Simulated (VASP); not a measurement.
# TePb (Fm-3m) in VASP: a series of runs

Runs on TePb. Level: PBE. Tasks: single point.

Program: VASP 6.6.1. These are calculated values, not measurements. Logs are shortened: lines on timing, memory, paths and dates and some standing lists are left out, and cuts for length are marked.

### 1 The crystal as given

The structure is cubic, space group Fm-3m (No. 225). The conventional cell has a = 6.462 Å, b = 6.462 Å, c = 6.462 Å, α = 90.00°, β = 90.00°, γ = 90.00°. Around Pb (site symmetry m-3m) lie 6 Te at 3.23 Å. Te (site symmetry m-3m) has 6 Pb at 3.23 Å as nearest neighbours.

### 2 Single point, PBE

INCAR reads:

```
SYSTEM = TePb
ADDGRID = .False.
ALGO = Normal
EDIFF = 1E-7
ENCUT = 900
GGA = PE
ISIF = 2
ISMEAR = 0
LASPH = .True.
LCHARG = .False.
LREAL = .False.
LWAVE = .False.
NELM = 100
PREC = Accurate
SIGMA = 0.05
```

KPOINTS reads:

```
k-points
0
Gamma
  5 5 5
  0 0 0
```

POSCAR reads:

```
TePb
1.0
    0.0000000000      3.2310000000      3.2310000000
    3.2310000000      0.0000000000      3.2310000000
    3.2310000000      3.2310000000      0.0000000000
Pb Te
1 1
Direct
    0.0000000000      0.0000000000      0.0000000000
    0.5000000000      0.5000000000      0.5000000000
```

Potentials or basis: VASP PAW PBE potentials, release 64 (Pb_d, Te).

Command:

```bash
$ cat potpaw_PBE.64/Pb_d/POTCAR potpaw_PBE.64/Te/POTCAR > POTCAR
$ mpirun -np 1 vasp_std > vasp.out
```

OUTCAR:

```text
SYSTEM = TePb
   EDIFF = 1E-7
   ENCUT = 900
   GGA = PE
   ISIF = 2
   ISMEAR = 0
   LASPH = .True.
   LREAL = .False.
   NELM = 100
   PREC = Accurate

 Found     10 irreducible k-points:

 Following reciprocal coordinates:
            Coordinates               Weight
  0.000000  0.000000  0.000000      1.000000
  0.200000  0.000000  0.000000      8.000000
  0.400000  0.000000  0.000000      8.000000
  0.200000  0.200000  0.000000      6.000000
  0.400000  0.200000  0.000000     24.000000
 -0.400000  0.200000  0.000000     24.000000
   k-points           NKPTS =     10   k-points in BZ     NKDIM =     10   number of bands    NBANDS=     14
   number of dos      NEDOS =    301   number of ions     NIONS =      2
   total plane-waves  NPLWV = 110592
   dimension x,y,z NGX =    48 NGY =   48 NGZ =   48
   dimension x,y,z NGXF=    96 NGYF=   96 NGZF=   96
   ions per type =               1   1
   NGX,Y,Z   is equivalent  to a cutoff of  17.46, 17.46, 17.46 a.u.
   NGXF,Y,Z  is equivalent  to a cutoff of  34.93, 34.93, 34.93 a.u.
 SYSTEM =  TePb
   PREC   = accura    normal or accurate (medium, high low for compatibility)
   ISTART =      0    job   : 0-new  1-cont  2-samecut
   ICHARG =      2    charge: 1-file 2-atom 10-const
   ISPIN  =      1    spin polarized calculation?
   LNONCOLLINEAR =      F non collinear calculations
   LSORBIT =      F    spin-orbit coupling
   LASPH  =      T    aspherical Exc in radial PAW
   ENCUT  =  900.0 eV  66.15 Ry    8.13 a.u.  11.18 11.18 11.18*2*pi/ulx,y,z
   NELM   =    100;   NELMIN=  2; NELMDL= -5     # of ELM steps
   EDIFF  = 0.1E-06   stopping-criterion for ELM
   LREAL  =      F    real-space projection
   EDIFFG = 0.1E-05   stopping-criterion for IOM
   NSW    =      0    number of steps for IOM
   IBRION =     -1    ionic relax: 0-MD 1-quasi-New 2-CG
   NFREE  =      0    steps in history (QN), initial steepest desc. (CG)
   ISIF   =      2    stress and relaxation
   ISYM   =      2    0-nonsym 1-usesym 2-fastsym
   POTIM  = 0.5000    time-step for ionic-motion
   TEBEG  =    0.0;   TEEND  =   0.0 temperature during run
   PSTRESS=    0.0 pullay stress
   NELECT =      20.0000    total number of electrons
   NUPDOWN=      -1.0000    fix difference up-down
   EMIN   =  10.00;   EMAX   =-10.00  energy-range for DOS
   EFERMI =   0.00;   METHOD = LEGACY
   ISMEAR =     0;   SIGMA  =   0.05  broadening in eV -4-tet -1-fermi 0-gaus
   EFERMI_NEDOS =   21; number of points for ismear=-14 and -15
   IALGO  =     38    algorithm
   IMIX   =      4    mixing-type and parameters
     AMIX     =   0.40;   BMIX     =  1.00
     AMIX_MAG =   1.60;   BMIX_MAG =  1.00
  volume/ion in A,a.u.               =      33.73       227.62
  Fermi-wavevector in a.u.,A,eV,Ry     =   1.091619  2.062861 16.213147  1.191633
  Thomas-Fermi vector in A             =   2.227868
   LORBIT       =      0    0 simple, 1 ext, 2 COOP (PROOUT), +10 PAW based schemes
   GGA     = PE    functional components
   LHFCALC =     F    Hartree Fock is set to
   AEXX    =    0.0000 exact exchange contribution
   IVDW    =     0    specifies the selected vdW correction
   LEPSILON=     F    determine dielectric tensor
   LRPA    =     F    only Hartree local field effects (RPA)
 non-spin polarized calculation
 Gauss-broadening in eV      SIGMA  =   0.05
  energy-cutoff  :      900.00
  volume of cell :       67.46
 maximum number of plane-waves:      4158
 NGX is ok and might be reduce to    48
   NGX = 23   NGY = 23   NGZ = 23

 number of electron      20.0000000 magnetization

 Free energy of the ion-electron system (eV)
  ---------------------------------------------------
  ext. energy  EPLUGINS =         0.00000000
  ---------------------------------------------------
  free energy    TOTEN  =        -7.50271597 eV

  energy without entropy =       -7.50271597  energy(sigma->0) =       -7.50271597

 E-fermi :   5.6925     XC(G=0):  -9.3016

 val. band max:        5.4618068599   @ k =  -0.2000   0.2000   0.0000
 cond. band min:       6.6688648368   @ k =   0.4000   0.0000   0.0000
 fundamental gap:      1.2070579769
 Fermi energy:         5.6924500049

 k-point     1 :       0.0000    0.0000    0.0000
  band No.  band energies     occupation
      1     -11.0997      2.00000
      2     -11.0997      2.00000
      3     -11.0903      2.00000
      4     -11.0903      2.00000
      5     -11.0903      2.00000
      6      -6.3954      2.00000
      7       0.0282      2.00000
      8       4.2767      2.00000
      9       4.2767      2.00000
     10       4.2767      2.00000
     11       9.7016      0.00000
     12       9.7016      0.00000
     13       9.7016      0.00000
     14      11.4195      0.00000

 k-point     2 :       0.2000    0.0000    0.0000
  band No.  band energies     occupation
      1     -11.1044      2.00000
      2     -11.1044      2.00000
      3     -11.0894      2.00000
      4     -11.0848      2.00000
      5     -11.0848      2.00000
      6      -6.0576      2.00000
      7      -0.9651      2.00000
      8       4.3807      2.00000
      9       4.3807      2.00000
     10       4.7901      2.00000
     11       8.2027      0.00000
     12       8.4846      0.00000
     13       8.4846      0.00000
     14      11.3570      0.00000
[... 37 lines left out ...]
      1     -11.1291      2.00000
      2     -11.1003      2.00000
      3     -11.0918      2.00000
      4     -11.0760      2.00000
      5     -11.0724      2.00000
      6      -5.2720      2.00000
      7      -2.0101      2.00000
      8       3.4080      2.00000
      9       3.5712      2.00000
     10       3.8726      2.00000
     11       8.5305      0.00000
     12       9.1367      0.00000
     13       9.1563      0.00000
     14      10.5526      0.00000

 k-point     6 :      -0.4000    0.2000    0.0000
  band No.  band energies     occupation
      1     -11.1256      2.00000
      2     -11.1088      2.00000
      3     -11.0844      2.00000
      4     -11.0770      2.00000
      5     -11.0724      2.00000
      6      -4.8180      2.00000
      7      -2.7202      2.00000
      8       2.6700      2.00000
      9       4.1266      2.00000
     10       4.5064      2.00000
     11       7.7059      0.00000
     12       7.8405      0.00000
     13       9.7987      0.00000
     14      12.6557      0.00000

 [... further k-points ...]

------------------------ aborting loop because EDIFF is reached ----------------------------------------

  FORCE on cell =-STRESS in cart. coord.  units (eV):
  Direction    XX          YY          ZZ          XY          YZ          ZX
  --------------------------------------------------------------------------------------
  -------------------------------------------------------------------------------------
  Total        0.8951071      0.8951071      0.8951071     -0.0000000      0.0000000     -0.0000000
  in kB       21.2590912     21.2590912     21.2590912     -0.0000000      0.0000000     -0.0000000
  external PRESSURE =      21.2590912 kB  Pullay stress =       0.0000000 kB

 VOLUME and BASIS-vectors are now :
 -----------------------------------------------------------------------------
  energy-cutoff  :      900.00
  volume of cell :       67.46
      direct lattice vectors                 reciprocal lattice vectors
     0.000000000  3.231000000  3.231000000    -0.154750851  0.154750851  0.154750851
     3.231000000  0.000000000  3.231000000     0.154750851 -0.154750851  0.154750851
     3.231000000  3.231000000  0.000000000     0.154750851  0.154750851 -0.154750851

 POSITION                                       TOTAL-FORCE (eV/Angst)
 -----------------------------------------------------------------------------------
      0.00000      0.00000      0.00000         0.000000      0.000000      0.000000
      3.23100      3.23100      3.23100         0.000000      0.000000      0.000000
 -----------------------------------------------------------------------------------
    total drift:                                0.000000     -0.000000     -0.000000

  FREE ENERGIE OF THE ION-ELECTRON SYSTEM (eV)
  ---------------------------------------------------
  free  energy   TOTEN  =        -7.5027159724 eV

  energy  without entropy=       -7.5027159724  energy(sigma->0) =       -7.50271597
```

OSZICAR:

```text
N       E                     dE             d eps       ncg     rms          rms(c)
DAV:   1     0.174300732399E+03    0.17430E+03   -0.12521E+04   280   0.209E+03
DAV:   2     0.608759814558E+01   -0.16821E+03   -0.16579E+03   280   0.394E+02
DAV:   3    -0.723962604866E+01   -0.13327E+02   -0.13243E+02   376   0.113E+02
DAV:   4    -0.761077090772E+01   -0.37114E+00   -0.37096E+00   328   0.210E+01
DAV:   5    -0.762435322744E+01   -0.13582E-01   -0.13582E-01   418   0.376E+00    0.341E+00
DAV:   6    -0.750436477865E+01    0.11999E+00   -0.28649E-01   382   0.439E+00    0.212E+00
DAV:   7    -0.750096966396E+01    0.33951E-02   -0.86426E-02   348   0.168E+00    0.926E-01
DAV:   8    -0.750270338920E+01   -0.17337E-02   -0.97229E-03   304   0.118E+00    0.150E-01
DAV:   9    -0.750267309932E+01    0.30290E-04   -0.10744E-03   420   0.405E-01    0.578E-02
DAV:  10    -0.750270876515E+01   -0.35666E-04   -0.12119E-04   292   0.947E-02    0.222E-02
DAV:  11    -0.750271637133E+01   -0.76062E-05   -0.35286E-05   324   0.558E-02    0.139E-02
DAV:  12    -0.750271640993E+01   -0.38599E-07   -0.22015E-06   358   0.136E-02    0.967E-03
DAV:  13    -0.750271593486E+01    0.47507E-06   -0.55612E-07   322   0.683E-03    0.280E-03
DAV:  14    -0.750271597242E+01   -0.37560E-07   -0.30436E-07   220   0.549E-03
   1 F= -.75027160E+01 E0= -.75027160E+01  d E =-.158764E-11
```

stdout:

```text
POSCAR found type information on POSCAR PbTe
 POSCAR found :  2 types and       2 ions
 scaLAPACK will be used
 LDA part: xc-table for (Slater+PW92), standard interpolation
 POSCAR, INCAR and KPOINTS ok, starting setup
 FFT: planning ... GRIDC
 FFT: planning ... GRID_SOFT
 FFT: planning ... GRID
 WAVECAR not read
 entering main loop
```

Run time: 38 s. Hardware: 1 thread of Intel Xeon Platinum 8488C (Sapphire Rapids), shared host; peak memory 0.3 GiB.

These settings aren't checked as converged: the numbers below hold their error.

What came out:

```
Free energy : -7.5027 eV
Pressure    : 2.1 GPa
```

Caveat: this odd mesh misses L, where the gap lies, so gap, dielectric constants and Born charges aren't listed.

### 3 Single point, PBE

INCAR is that of step 2.

KPOINTS is that of step 2.

POSCAR reads:

```
TePb
1.0
    0.0000000000      3.2310000000      3.2310000000
    3.2310000000      0.0000000000      3.2310000000
    3.2310000000      3.2310000000      0.0000000000
Pb Te
1 1
Direct
   -0.0068530000      0.0005720000     -0.0056850000
    0.5279490000      0.4690950000      0.5208160000
```

Potentials or basis: VASP PAW PBE potentials, release 64 (Pb_d, Te).

Command:

```bash
$ cat potpaw_PBE.64/Pb_d/POTCAR potpaw_PBE.64/Te/POTCAR > POTCAR
$ mpirun -np 1 vasp_std > vasp.out
```

It took 2 min on 1 thread of Intel Xeon Platinum 8488C (Sapphire Rapids), shared host; peak memory 0.39 GiB.

The run converged, but some of its settings lie outside the range that counts as converged, so its numbers aren't taken as properties of the crystal.

What came out:

```
Free energy            : -7.4891 eV
Pressure               : 2.6 GPa
Largest force          : 0.201 eV/Å
Band gap on the k mesh : 1.23 eV, indirect (least direct gap 1.31 eV)
```

Caveat: spin-orbit coupling is left out, which as a rule narrows the gap of such compounds by several tenths of an eV; an odd mesh through Γ misses points on the zone boundary, where band edges often lie.

### 4 Single point, PBE

INCAR, as its differences from that of step 3:

```diff
@@ -4,3 +4,3 @@
 EDIFF = 1E-7
-ENCUT = 900
+ENCUT = 280
 GGA = PE
```

KPOINTS reads:

```
k-points
0
Gamma
  9 9 9
  0 0 0
```

POSCAR reads:

```
TePb
1.0
    0.0000000000      3.2310000000      3.2310000000
    3.2310000000      0.0000000000      3.2310000000
    3.2310000000      3.2310000000      0.0000000000
Pb Te
1 1
Direct
    0.0000000000      0.0000000000      0.0000000000
    0.5000000000      0.5000000000      0.5000000000
```

Command:

```bash
$ cat potpaw_PBE.64/Pb_d/POTCAR potpaw_PBE.64/Te/POTCAR > POTCAR
$ mpirun -np 1 vasp_std > vasp.out
```

Run time: 16 s. Hardware: 1 thread of Intel Xeon Platinum 8488C (Sapphire Rapids), shared host; peak memory 0.15 GiB.

These settings aren't checked as converged: the numbers below hold their error.

Results:

```
Free energy : -7.4991 eV
Pressure    : 2.0 GPa
```

Caveat: the cutoff is under 1.25 times the usual one of these potentials, so pressure, stress and relaxed cells hold a basis-set (Pulay) error; this odd mesh misses L, where the gap lies, so gap, dielectric constants and Born charges aren't listed.

### 5 The reference run

An earlier run on the cell as given: functional PBEsol; potentials or basis VASP PAW PBE potentials, release 64 (Pb_d, Te); cutoff 520 eV; k mesh 7 × 7 × 7; occupations fermi-dirac, width 0.05 eV; no spin polarisation.

* Pressure: -0.4 GPa
